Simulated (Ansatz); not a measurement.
Geometry optimisation in Ansatz: input, command and trajectory.

```yaml
crystal:
  lattice:
    - [0.0, 4.0497346182, 4.205134563]
    - [2.356827125, 0.0, 4.205134563]
    - [2.356827125, 4.0497346182, 0.0]
  atoms:
    - { symbol: Ti, position: [0.75, 0.75, 0.75] }
    - { symbol: Ti, position: [0.5, 0.5, 0.5] }
    - { symbol: Si, position: [0.0861670623, 0.4138329377, 0.0861670623] }
    - { symbol: Si, position: [0.4138329377, 0.0861670623, 0.4138329377] }
    - { symbol: Si, position: [0.1638329377, 0.8361670623, 0.1638329377] }
    - { symbol: Si, position: [0.8361670623, 0.1638329377, 0.8361670623] }
basis:
  ecutwfc: 420
kpoints:
  mp_grid: { grid: [10, 10, 10] }
hamiltonian:
  xc: pbesol
scf:
  occupations: { method: gaussian, width: 0.1 }
output:
  forces: true
  stress: true
  eigenvalues: true
relax:
  adjacent_minimum: "off"
  f_tol: 0.01
  max_steps: 30
  cell: { stress_tol: 0.1, fix: [volume] }
```

```bash
ansatz run input.yaml --threads 1 --pin off --max-ram 2560MiB --backend cpu --events-out ev --progress --plain --runs-dir out
```

Method: DFT PBEsol, scalar-relativistic, plane waves, PAW (Ansatz 0.2.0).

The volume is held at 0.97 times that of the relaxed cell.

Of 4 frames 3 are shown, positions in Å and forces in eV/Å; the SCF threshold varies from step to step. Steps run on the plane waves of an earlier cell, with a Pulay correction in the pressure. The basis is chosen afresh for the last frame, the zero of the energies, and at times for earlier ones too; energy and pressure step there, also at an unchanged geometry.

```xyz
6
Lattice="0.0000 4.0497 4.2051 2.3568 0.0000 4.2051 2.3568 4.0497 0.0000" Properties=species:S:1:pos:R:3:forces:R:3 pbc="T T T" step=1 free_energy_over_end_meV_per_atom=0.15 pressure_GPa=5.02
Ti    3.5352    6.0746    6.3077    0.0000    0.0000    0.0000
Ti    2.3568    4.0497    4.2051    0.0000    0.0000    0.0000
Si    1.1784    0.6979    2.1026    0.0000   -0.0129    0.0000
Si    1.1784    3.3518    2.1026    0.0000    0.0129    0.0000
Si    2.3568    1.3270    4.2051    0.0000    0.0129    0.0000
Si    2.3568    6.7725    4.2051    0.0000   -0.0129    0.0000
6
Lattice="0.0000 4.0401 4.2156 2.3566 0.0000 4.2156 2.3566 4.0401 0.0000" Properties=species:S:1:pos:R:3:forces:R:3 pbc="T T T" step=2 free_energy_over_end_meV_per_atom=0.01 pressure_GPa=4.89
Ti    3.5349    6.0601    6.3234    0.0000    0.0000    0.0000
Ti    2.3566    4.0401    4.2156    0.0000    0.0000    0.0000
Si    1.1783    0.6952    2.1078    0.0000   -0.0002    0.0000
Si    1.1783    3.3449    2.1078    0.0000    0.0002    0.0000
Si    2.3566    1.3249    4.2156    0.0000    0.0002    0.0000
Si    2.3566    6.7553    4.2156    0.0000   -0.0002    0.0000
6
Lattice="0.0000 4.0424 4.2146 2.3558 0.0000 4.2146 2.3558 4.0424 0.0000" Properties=species:S:1:pos:R:3:forces:R:3 pbc="T T T" step=4 free_energy_over_end_meV_per_atom=0.00 pressure_GPa=4.91
Ti    3.5337    6.0636    6.3219    0.0000    0.0000    0.0000
Ti    2.3558    4.0424    4.2146    0.0000    0.0000    0.0000
Si    1.1779    0.6956    2.1073    0.0000   -0.0005    0.0000
Si    1.1779    3.3468    2.1073    0.0000    0.0005    0.0000
Si    2.3558    1.3256    4.2146    0.0000    0.0005    0.0000
Si    2.3558    6.7592    4.2146    0.0000   -0.0005    0.0000
```

The run took 2.5 min on 1 thread of Intel(R) Xeon(R) Platinum 8259CL CPU @ 2.50GHz (Skylake/Cascade Lake) (shared host), peak memory 0.65 GiB.